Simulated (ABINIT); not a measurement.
Fe in ABINIT: the effect of functional

The system is Fe.

```
Fe
1.0
     0.00000    1.94174    1.96511
     1.49844    0.00000    1.96511
     1.49844    1.94174    0.00000
Fe
1
Direct
  0.00000 0.00000 0.00000
```

Alike in all runs:

```yaml
Program: ABINIT 10.8.3 (patched build)
Task: single point
Potentials_or_basis: JTH PAW PBE v2.0
Cutoff: 844 eV
k_mesh: 10 × 10 × 10
Occupations: fermi-dirac, width 0.05 eV
Spin: collinear spin, ferromagnetic start
Starting_moments: "[3.0] μB"
```

| functional | pressure (GPa) |
| --- | --- |
| PBE | -2.5 |
| LDA | -18.6 |
| PBEsol | -11.5 |
| RPBE | ? |
| revPBE | 1.5 |
| PW91 | -2.7 |

Question: What does the run with functional RPBE give?

Answer: Pressure 3.0 GPa.

Caveats: the PAW data sets were made with another functional, which shifts forces and pressure a little (some runs).
